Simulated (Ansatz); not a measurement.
Runs of Ansatz 0.2.0 on Te2Mo. The structure is monoclinic, space group P2_1/m (No. 11). Conventional cell: a = 6.330 Å, b = 3.469 Å, c = 13.860 Å, α = 90.00°, β = 93.92°, γ = 90.00°. Te (site symmetry m) has 3 Mo at 2.79 to 2.81 Å as nearest neighbours. Te (site symmetry m) has 3 Mo at 2.70 Å as nearest neighbours. Around Te (site symmetry m) lie 3 Mo at 2.79 to 2.82 Å. Around Te (site symmetry m) lie 3 Mo at 2.70 to 2.71 Å. Mo (site symmetry m) is surrounded by 6 Te at 2.70 to 2.82 Å and 2 Mo at 2.89 Å. Around Mo (site symmetry m) lie 6 Te at 2.70 to 2.81 Å and 2 Mo at 2.90 Å. 

| level | gap on the mesh (eV) | pressure (GPa) | relaxed volume (Å³/atom) |
| --- | --- | --- | --- |
| r2SCAN+D3(BJ) | none | 0.0 | 25.67 |
| r2SCAN+D4 | none | 0.0 | (a) |
| r2SCAN+rVV10 | none | 0.0 | 25.96 |
| r2SCAN | none | 0.0 | 27.56 |
| r2SCAN+D3(BJ)-ATM | none | 0.0 | (b) |

Alike in all rows: task relaxation of cell and atoms; potentials or basis Ansatz PAW; no spin polarisation; cell relaxed; k mesh 4 × 8 × 2; cutoff (eV) 500; smearing fermi-dirac 0.05 eV.

Fill in the values left out.

(a) 26.18; (b) 26.10.

Caveats: the plane-wave basis is chosen anew once the cell has moved, so the energies of steps on either side of that aren't comparable; the PAW data sets come from PBE, with cores solved anew for the run's functional, which leaves a small shift of forces and pressure; pairwise dispersion overbinds metals, which lowers pressure and volume (some runs); the dispersion damping was fitted for another functional or another form of the correction (some runs).

A k mesh can miss the band edges, and the runs leave out spin-orbit coupling on Mo, Te.

A gap of «none» marks a metal or a gap under the smearing width.
